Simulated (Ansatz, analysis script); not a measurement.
# FeGe: how near to magnetism, part 2 of 2

Aim: the energy of FeGe as its total moment is fixed at a series of values, and its answer to a field.

Ansatz 0.2.0; PBE, PAW set soft_1.

So far. Step 3 (Denser mesh): The run ends ferromagnetic, with a net moment of 4.19 μB a cell, against 4.14 μB on the first mesh. Step 4 (The non-magnetic reference): The free collinear run lies 772 meV below it.

In doubt: warnings of the run leave room for a lower electronic state (step 7), so energies may not be the lowest and differences between runs may mislead.

**6. Total moment fixed at 0.605 μB**

Level of this step: Ansatz DFT, collinear, total moment fixed by two Fermi levels; PBE, PAW set soft_1; PAW set soft_1 (Ansatz).

Two Fermi levels, one a spin, hold the total moment exactly, which reaches states that a free run would leave.

input.yaml

```yaml
crystal:
  lattice:
    - [4.9976023358, 0.0, 0.0]
    - [-2.4988011679, 4.3280505808, 0.0]
    - [0.0, 0.0, 4.11576135]
  atoms:
    - { symbol: Fe, position: [0.5, 0.0, 0.0], spin: 0.2016 }
    - { symbol: Fe, position: [0.5, 0.5, 0.0], spin: 0.2017 }
    - { symbol: Fe, position: [0.0, 0.5, 0.0], spin: 0.2017 }
    - { symbol: Ge, position: [0.0, 0.0, 0.0] }
    - { symbol: Ge, position: [0.33333333, 0.66666667, 0.5] }
    - { symbol: Ge, position: [0.66666667, 0.33333333, 0.5] }
magnetization:
  spin_polarized: true
  initial_magnetization: 0.605
  spin_locking: { lock_magnetization: hard }
kpoints:
  mp_grid: { grid: [9, 9, 9] }
hamiltonian:
  xc: pbe
  pseudopotentials: { kind: paw, azcp: { folder: soft_1 } }
scf:
  occupations: { method: fermi_dirac, width: 0.05 }
  max_iter: 120
  convergence: { dr2_threshold: 1.0e-08 }
  lower_state_search: "off"
basis:
  ecutwfc: 420.0
```

Launch:

```bash
$ ansatz run input.yaml --threads 1 --pin off --max-ram 2560MiB --backend cpu --events-out ev --progress --plain --runs-dir out
```

Numbers of over 12 decimals in the logs are rounded to 6 here.

The program printed:

```text
Engine: ansatz 0.2.0, aarch64-unknown-linux-gnu
Pseudopotentials: kind: paw
Pseudopotential: Fe, paw, valence charge 16, recommended cutoff 420 eV (normal), soft_1/Fe.paw.azcp
Pseudopotential: Ge, paw, valence charge 14, recommended cutoff 420 eV (normal), soft_1/Ge.paw.azcp
Functional definition: PBE
  parameter kappa = 0.804
  parameter beta = 0.066725
  exchange = pbe_x(kappa = kappa, mu = beta*pi^2/3)
  correlation = pbe_c(beta = beta)
Crystal: 6 atoms, lattice volume = 89.023 Å³
Basis set: ecut = 420 eV, 1699 PW (Γ)
Bands: 55, of which v1, the nominal top of the filled ones, is band 45 counted from 1 (44 counted from 0)
Symmetry: 8 space group operations
Space group: Cmmm (ITA 65), of the structure as read, at distance tolerance 4.5e-5 Å
Magnetic group: BNS 65.481 (UNI 579), of the structure as read, at distance tolerance 4.5e-5 Å
k-points: 125 of 729
Non-local potential: Fe, projectors of the file, l = 0: 3, l = 1: 2, l = 2: 3, l = 3: 1
Non-local potential: Ge, projectors of the file, l = 0: 2, l = 1: 2, l = 2: 3, l = 3: 1
PAW form: soft (Blöchl's): semilocal exchange-correlation on the pseudo side does not see the compensation charge
PAW one-centre angular grid: Fe, 590 points (default); XC on 64 Gauss nodes
PAW one-centre angular grid: Ge, 590 points (default); XC on 64 Gauss nodes
Initial density: superposition of atomic densities (chi_scale 0.1, normalization cell)
Starting moments: Σ|m| = 0.605 μB on 3 of 6 sites
Initial wavefunctions: pseudopotential atomic-orbital guess
Functional: x = pbe(κ = 0.804, μ = 0.219515), c = pbe(β = 0.066725)
SCF iter   1: F=—  HF=-26330.554116 eV  |F-HF|=—  |Δ(HF+E_count)|=         —  Δρ=6.48e-2 (↑6.48e-2 ↓6.11e-2)  dr2=2.63e1  dr2_m=1.09e-2  M=0.605 μB ∫|m|=0.687 μB  β_m=0.30  ethr=3.10e-3  ⟨swp⟩=6.0  Hψ=46828  notcnv=0  defer=44
preconditioner: auto → Kerker (q_TF=auto, 2.733 Å⁻¹)  [metal: Δε(μ)=0.006 eV  Ē_g=14.975 eV  σ=0.050 eV  W_gap=0.03  n_scr=26 (ndim 8)  ℏωp=32.0 eV  f_vac=0.001  D(μ)=10.62/eV (n_scr^D=150)]
spin=Collinear: Kerker preconditioning applied to the charge; magnetization (m = ρ↑ − ρ↓) channel mixes plain (no charge-response kernel on spin).
SCF iter   2: F=—  HF=-26328.120237 eV  |F-HF|=—  |Δ(HF+E_count)|=    2.43e0  Δρ=3.38e-2 (↑3.25e-2 ↓3.38e-2)  dr2=4.11e0  dr2_m=4.31e-3  M=0.605 μB ∫|m|=0.707 μB  β_m=0.29  ethr=3.10e-3  ⟨swp⟩=3.0  Hψ=30310  notcnv=0  defer=574
SCF iter   3: F=—  HF=-26327.485715 eV  |F-HF|=—  |Δ(HF+E_count)|=   6.35e-1  Δρ=1.95e-2 (↑1.95e-2 ↓1.91e-2)  dr2=3.61e0  dr2_m=3.62e-3  M=0.605 μB ∫|m|=0.726 μB  β_m=0.32  ethr=3.10e-3  ⟨swp⟩=2.1  Hψ=20250  notcnv=0  defer=487
SCF iter   4: F=—  HF=-26326.571504 eV  |F-HF|=—  |Δ(HF+E_count)|=   9.14e-1  Δρ=1.16e-2 (↑1.03e-2 ↓1.16e-2)  dr2=5.84e-1  dr2_m=1.08e-3  M=0.605 μB ∫|m|=0.788 μB  β_m=0.58  ethr=3.10e-3  ⟨swp⟩=2.2  Hψ=19799  notcnv=0  defer=487
SCF iter   5: F=—  HF=-26326.407701 eV  |F-HF|=—  |Δ(HF+E_count)|=   1.64e-1  Δρ=7.04e-3 (↑6.61e-3 ↓7.04e-3)  dr2=1.89e-1  dr2_m=6.97e-4  M=0.605 μB ∫|m|=0.850 μB  β_m=0.59  ethr=6.49e-4  ⟨swp⟩=2.7  Hψ=22439  notcnv=0  defer=422
SCF iter   6: F=—  HF=-26326.554470 eV  |F-HF|=—  |Δ(HF+E_count)|=   1.47e-1  Δρ=4.26e-2 (↑3.74e-2 ↓4.26e-2)  dr2=6.64e0  dr2_m=6.68e-3  M=0.605 μB ∫|m|=0.848 μB  β_m=0.34  ethr=2.10e-4  ⟨swp⟩=2.2  Hψ=25762  notcnv=0  defer=422  recentre
SCF iter   7: F=—  HF=-26326.390595 eV  |F-HF|=—  |Δ(HF+E_count)|=   1.64e-1  Δρ=2.42e-3 (↑2.42e-3 ↓2.03e-3)  dr2=2.20e-2  dr2_m=7.71e-4  M=0.605 μB ∫|m|=0.864 μB  β_m=0.56  ethr=2.10e-4  ⟨swp⟩=2.1  Hψ=18959  notcnv=0  defer=420
SCF iter   8: F=—  HF=-26326.394729 eV  |F-HF|=—  |Δ(HF+E_count)|=   4.13e-3  Δρ=2.56e-3 (↑2.56e-3 ↓2.00e-3)  dr2=1.05e-2  dr2_m=1.55e-3  M=0.605 μB ∫|m|=0.872 μB  β_m=0.76  ethr=2.45e-5  ⟨swp⟩=2.0  Hψ=19088  notcnv=0  defer=416
SCF iter   9: F=—  HF=-26326.403312 eV  |F-HF|=—  |Δ(HF+E_count)|=   8.58e-3  Δρ=2.70e-3 (↑2.70e-3 ↓2.52e-3)  dr2=3.04e-3  dr2_m=4.81e-3  M=0.605 μB ∫|m|=0.885 μB  β_m=0.88  ethr=1.16e-5  ⟨swp⟩=2.0  Hψ=19954  notcnv=0  defer=416
SCF iter  10: F=—  HF=-26326.412579 eV  |F-HF|=—  |Δ(HF+E_count)|=   9.27e-3  Δρ=4.12e-3 (↑4.12e-3 ↓2.24e-3)  dr2=1.45e-3  dr2_m=8.09e-3  M=0.605 μB ∫|m|=0.929 μB  β_m=0.94  ethr=3.37e-6  ⟨swp⟩=2.0  Hψ=24532  notcnv=0  defer=412
[...]
SCF iter  60: F=—  HF=-26326.393382 eV  |F-HF|=—  |Δ(HF+E_count)|=   1.82e-5  Δρ=1.07e-4 (↑9.90e-5 ↓1.07e-4)  dr2=6.06e-6  dr2_m=6.44e-6  M=0.605 μB ∫|m|=0.895 μB  β_m=0.76  ethr=8.85e-10  ⟨swp⟩=2.2  Hψ=25094  notcnv=0  defer=408
SCF iter  61: F=—  HF=-26326.393372 eV  |F-HF|=—  |Δ(HF+E_count)|=   1.02e-5  Δρ=6.16e-5 (↑5.32e-5 ↓6.16e-5)  dr2=3.54e-6  dr2_m=1.94e-6  M=0.605 μB ∫|m|=0.895 μB  β_m=1.00  ethr=8.85e-10  ⟨swp⟩=2.5  Hψ=25268  notcnv=0  defer=408
SCF iter  62: F=—  HF=-26326.393373 eV  |F-HF|=—  |Δ(HF+E_count)|=   9.17e-7  Δρ=4.40e-5 (↑3.65e-5 ↓4.40e-5)  dr2=3.13e-6  dr2_m=6.48e-7  M=0.605 μB ∫|m|=0.895 μB  β_m=1.00  ethr=8.85e-10  ⟨swp⟩=2.0  Hψ=25015  notcnv=0  defer=408
SCF iter  63: F=—  HF=-26326.393375 eV  |F-HF|=—  |Δ(HF+E_count)|=   1.64e-6  Δρ=5.76e-5 (↑2.18e-5 ↓5.76e-5)  dr2=3.13e-6  dr2_m=6.25e-7  M=0.605 μB ∫|m|=0.895 μB  β_m=1.00  ethr=8.85e-10  ⟨swp⟩=2.0  Hψ=23794  notcnv=0  defer=408
```

It took 5.5 min on 1 thread of Arm Neoverse V2, shared host; peak memory 0.9 GiB.

The run was cut off at the time left to it in the session, and no result is taken from it.

**7. Total moment fixed at 1.21 μB**

input.yaml, the sections that differ from step 6:

```yaml
crystal:
  lattice:
    - [4.9976023358, 0.0, 0.0]
    - [-2.4988011679, 4.3280505808, 0.0]
    - [0.0, 0.0, 4.11576135]
  atoms:
    - { symbol: Fe, position: [0.5, 0.0, 0.0], spin: 0.4034 }
    - { symbol: Fe, position: [0.5, 0.5, 0.0], spin: 0.4033 }
    - { symbol: Fe, position: [0.0, 0.5, 0.0], spin: 0.4033 }
    - { symbol: Ge, position: [0.0, 0.0, 0.0] }
    - { symbol: Ge, position: [0.33333333, 0.66666667, 0.5] }
    - { symbol: Ge, position: [0.66666667, 0.33333333, 0.5] }
magnetization:
  spin_polarized: true
  initial_magnetization: 1.21
  spin_locking: { lock_magnetization: hard }
# kpoints, hamiltonian, scf, basis: as in step 6
```

The program printed:

```text
[...]
Crystal: 6 atoms, lattice volume = 89.023 Å³
Basis set: ecut = 420 eV, 1699 PW (Γ)
Bands: 55, of which v1, the nominal top of the filled ones, is band 45 counted from 1 (44 counted from 0)
Symmetry: 8 space group operations
[...]
k-points: 125 of 729
[...]
Starting moments: Σ|m| = 1.21 μB on 3 of 6 sites
[...]
Per-site moments (μB) at R_I (Å): [(0.457194, 1.030755), (0.457146, 1.030755), (0.457146, 1.030755), (-0.032423, 1.030755), (-0.026264, 1.036698), (-0.026264, 1.036698)]
Free energy (F): -26326.514924 eV
[...]
Internal energy: -26326.421475 eV  (E = F + TS)
E sigma→0 (E₀):  -26326.468200 eV
Entropy (-TS):   -0.093449 eV (-15.575 meV/atom)
Fermi energy:    13.977675 (↑ 13.837046, ↓ 14.118305) eV
[...]
[key lines of the parts left out:]
SCF converged after 49 iterations
Magnetization: 1.2100 μB (45.6050 up, 44.3950 down)
```

Elapsed: 4.4 min, on 1 thread; peak memory 0.93 GiB.

The energy is -154 meV from the state without spin, and the largest site carries 0.457 μB.

**8. Total moment fixed at 3.024 μB**

input.yaml, the sections that differ from step 7:

```yaml
crystal:
  lattice:
    - [4.9976023358, 0.0, 0.0]
    - [-2.4988011679, 4.3280505808, 0.0]
    - [0.0, 0.0, 4.11576135]
  atoms:
    - { symbol: Fe, position: [0.5, 0.0, 0.0], spin: 1.008 }
    - { symbol: Fe, position: [0.5, 0.5, 0.0], spin: 1.008 }
    - { symbol: Fe, position: [0.0, 0.5, 0.0], spin: 1.008 }
    - { symbol: Ge, position: [0.0, 0.0, 0.0] }
    - { symbol: Ge, position: [0.33333333, 0.66666667, 0.5] }
    - { symbol: Ge, position: [0.66666667, 0.33333333, 0.5] }
magnetization:
  spin_polarized: true
  initial_magnetization: 3.024
  spin_locking: { lock_magnetization: hard }
# kpoints, hamiltonian, scf, basis: as in step 7
```

The program printed:

```text
[...]
Crystal: 6 atoms, lattice volume = 89.023 Å³
Basis set: ecut = 420 eV, 1699 PW (Γ)
Bands: 56, of which v1, the nominal top of the filled ones, is band 45 counted from 1 (44 counted from 0)
Symmetry: 24 space group operations
[...]
k-points: 60 of 729
[...]
Starting moments: Σ|m| = 3.024 μB on 3 of 6 sites
[...]
Per-site moments (μB) at R_I (Å): [(1.155511, 1.030755), (1.155511, 1.030755), (1.155511, 1.030755), (-0.089095, 1.030755), (-0.063164, 1.036698), (-0.063164, 1.036698)]
Free energy (F): -26326.989146 eV
[...]
Internal energy: -26326.941837 eV  (E = F + TS)
E sigma→0 (E₀):  -26326.965491 eV
Entropy (-TS):   -0.047308 eV (-7.885 meV/atom)
Fermi energy:    14.131843 (↑ 13.913897, ↓ 14.349788) eV
[...]
[key lines of the parts left out:]
SCF converged after 15 iterations
Magnetization: 3.0240 μB (46.5120 up, 43.4880 down)
```

Elapsed: 48 s, on 1 thread; peak memory 0.61 GiB.

The energy is -628 meV from the state without spin, and the largest site carries 1.16 μB.

**9. Total moment fixed at 5.444 μB**

input.yaml, the sections that differ from step 8:

```yaml
crystal:
  lattice:
    - [4.9976023358, 0.0, 0.0]
    - [-2.4988011679, 4.3280505808, 0.0]
    - [0.0, 0.0, 4.11576135]
  atoms:
    - { symbol: Fe, position: [0.5, 0.0, 0.0], spin: 1.8146 }
    - { symbol: Fe, position: [0.5, 0.5, 0.0], spin: 1.8147 }
    - { symbol: Fe, position: [0.0, 0.5, 0.0], spin: 1.8147 }
    - { symbol: Ge, position: [0.0, 0.0, 0.0] }
    - { symbol: Ge, position: [0.33333333, 0.66666667, 0.5] }
    - { symbol: Ge, position: [0.66666667, 0.33333333, 0.5] }
magnetization:
  spin_polarized: true
  initial_magnetization: 5.444
  spin_locking: { lock_magnetization: hard }
# kpoints, hamiltonian, scf, basis: as in step 8
```

The program printed:

```text
[...]
Crystal: 6 atoms, lattice volume = 89.023 Å³
Basis set: ecut = 420 eV, 1699 PW (Γ)
Bands: 58, of which v1, the nominal top of the filled ones, is band 45 counted from 1 (44 counted from 0)
Symmetry: 8 space group operations
[...]
k-points: 125 of 729
[...]
Starting moments: Σ|m| = 5.444 μB on 3 of 6 sites
[...]
Per-site moments (μB) at R_I (Å): [(1.867764, 1.030755), (1.867769, 1.030755), (1.867769, 1.030755), (-0.053343, 1.030755), (-0.037315, 1.036698), (-0.037315, 1.036698)]
Free energy (F): -26327.055193 eV
[...]
Internal energy: -26327.012135 eV  (E = F + TS)
E sigma→0 (E₀):  -26327.033664 eV
Entropy (-TS):   -0.043058 eV (-7.176 meV/atom)
Fermi energy:    14.311443 (↑ 14.412479, ↓ 14.210407) eV
[...]
[key lines of the parts left out:]
SCF converged after 18 iterations
Magnetization: 5.4440 μB (47.7220 up, 42.2780 down)
```

The job ended after 96 s (1 thread; peak memory 0.95 GiB).

The energy is -694 meV from the state without spin, and the largest site carries 1.87 μB.

5 more runs differ from these in the same keys alone and are tabled below.

**10. No field, tight threshold**

A field gives a second route to the same curve. A thousand tesla shift each spin by 58 meV, and the threshold is tightened so that small induced moments are resolved.

input.yaml

```yaml
crystal:
  lattice:
    - [4.9976023358, 0.0, 0.0]
    - [-2.4988011679, 4.3280505808, 0.0]
    - [0.0, 0.0, 4.11576135]
  atoms:
    - { symbol: Fe, position: [0.5, 0.0, 0.0], spin: 1.49 }
    - { symbol: Fe, position: [0.5, 0.5, 0.0], spin: 1.49 }
    - { symbol: Fe, position: [0.0, 0.5, 0.0], spin: 1.49 }
    - { symbol: Ge, position: [0.0, 0.0, 0.0] }
    - { symbol: Ge, position: [0.33333333, 0.66666667, 0.5] }
    - { symbol: Ge, position: [0.66666667, 0.33333333, 0.5] }
magnetization:
  spin_polarized: true
kpoints:
  mp_grid: { grid: [9, 9, 9] }
hamiltonian:
  xc: pbe
  pseudopotentials: { kind: paw, azcp: { folder: soft_1 } }
scf:
  occupations: { method: fermi_dirac, width: 0.05 }
  max_iter: 120
  convergence: { dr2_threshold: 1.0e-10 }
  lower_state_search: "off"
basis:
  ecutwfc: 420.0
```

The program printed:

```text
[...]
Crystal: 6 atoms, lattice volume = 89.023 Å³
Basis set: ecut = 420 eV, 1699 PW (Γ)
Bands: 57, of which v1, the nominal top of the filled ones, is band 45 counted from 1 (44 counted from 0)
Symmetry: 24 space group operations
[...]
k-points: 60 of 729
[...]
Starting moments: Σ|m| = 4.47 μB on 3 of 6 sites
[...]
Per-site moments (μB) at R_I (Å): [(1.488778, 1.030755), (1.488778, 1.030755), (1.488778, 1.030755), (-0.069999, 1.030755), (-0.048313, 1.036698), (-0.048313, 1.036698)]
Free energy (F): -26327.133166 eV
[...]
Internal energy: -26327.095794 eV  (E = F + TS)
E sigma→0 (E₀):  -26327.114480 eV
Entropy (-TS):   -0.037372 eV (-6.229 meV/atom)
Fermi energy:    14.294439 eV
[...]
[key lines of the parts left out:]
SCF converged after 20 iterations
Magnetization: 4.1874 μB (47.0937 up, 42.9063 down)
```

It took 53 s on 1 thread; peak memory 0.62 GiB.

The net moment is 4.19 μB a cell.

**11. Field of 1500 T**

input.yaml, as its differences from that of step 10:

```diff
@@ -14,2 +14,3 @@
   spin_polarized: true
+  magnetic_field: 1500.0
 kpoints:
```

The program printed:

```text
[...]
Crystal: 6 atoms, lattice volume = 89.023 Å³
Basis set: ecut = 420 eV, 1699 PW (Γ)
Bands: 57, of which v1, the nominal top of the filled ones, is band 45 counted from 1 (44 counted from 0)
Symmetry: 24 space group operations
[...]
k-points: 60 of 729
[...]
Starting moments: Σ|m| = 4.47 μB on 3 of 6 sites
[...]
Per-site moments (μB) at R_I (Å): [(1.799269, 1.030755), (1.799269, 1.030755), (1.799269, 1.030755), (-0.055269, 1.030755), (-0.039468, 1.036698), (-0.039468, 1.036698)]
Free energy (F): -26327.529417 eV
[...]
Internal energy: -26327.484847 eV  (E = F + TS)
E sigma→0 (E₀):  -26327.507132 eV
Entropy (-TS):   -0.044570 eV (-7.428 meV/atom)
Fermi energy:    14.312744 eV
[...]
[key lines of the parts left out:]
SCF converged after 22 iterations
Magnetization: 5.2194 μB (47.6097 up, 42.3903 down)
```

Wall time 57 s (1 thread); peak memory 0.62 GiB.

The net moment is 5.22 μB a cell.

The other 2 runs of this kind were made alike; their results stand in the table below.

**12. E(M) and M(B)**

Energy less the state without spin against total moment:

```tsv
total moment (μB/cell)	energy less the state without spin (meV/cell)
0.00	0
1.21	-154
1.81	-281
2.42	-462
3.02	-628
3.63	-737
4.23	-772
4.84	-744
5.44	-694
```

The field that holds a moment is half the difference of the two Fermi levels over μB.

Field that holds the moment against total moment:

```tsv
total moment (μB/cell)	field that holds the moment (T)
1.21	-2430
1.81	-4675
2.42	-5405
3.02	-3765
3.63	-2383
4.23	139
4.84	1176
5.44	1746
```

Site moments:

```tsv
total (μB)	Fe no. 1 (μB)	Fe no. 2 (μB)	Fe no. 3 (μB)	Ge no. 4 (μB)	Ge no. 5 (μB)	Ge no. 6 (μB)
1.21	0.4572	0.4571	0.4571	-0.0324	-0.0263	-0.0263
1.815	0.7148	0.7148	0.7148	-0.0563	-0.0497	-0.0497
2.419	0.9467	0.9465	0.9465	-0.0757	-0.0614	-0.0614
3.024	1.155	1.155	1.155	-0.0891	-0.0632	-0.0632
3.629	1.343	1.343	1.343	-0.0927	-0.057	-0.057
4.234	1.501	1.501	1.501	-0.0682	-0.0476	-0.0476
4.839	1.68	1.68	1.68	-0.0571	-0.042	-0.042
5.444	1.868	1.868	1.868	-0.0533	-0.0373	-0.0373
```

Table of total moment by field:

```tsv
field (T)	total moment (μB/cell)
0	4.19
300	4.29
600	4.41
1500	5.22
```

The curve is far from quadratic already at the first moment, so no Stoner or Landau analysis is made.

**13. Summary of results**

```json
{
 "state of the free run": "ferromagnetic",
 "net moment of the free run": "4.19 μB",
 "energy of the free run from the state without spin": "-772 meV a cell",
 "lowest of the fixed moments tried": "M = 4.234 μB, -772 meV",
 "dM/dB between 0 and 300 T": "0.341 μB a cell per 1000 T"
}
```

What this shows: At this level the system is magnetic: the free run keeps 1.49 μB on the largest site. No other order was typed. Among the fixed moments, E(M) falls 772 meV below the state without spin and is lowest near 4.234 μB on this grid. The field acts on spins alone. The 13 fixed-moment and field runs took 22 min of wall time, added up. Energies are free energies at a smearing of 0.05 eV, and with partly filled levels differences shift, at times strongly, as the smearing goes to zero. In doubt: the program's search for lower states was switched off, so a lower magnetic state than those reached may exist.

[Logs and program files are shortened in this print: banners, set-up blocks, solver, clock and traceback lines can be left out without a mark of their own.]

[Logs are printed without paths, hosts, clocks, repeated set-up lines and the standing remarks that a program may print on its own settings, such as how far it seeks lower states.]

[Hosts, paths, dates, database ids (printed as entryN), source tags and the programs' standing remarks are cut or masked in the printed files.]
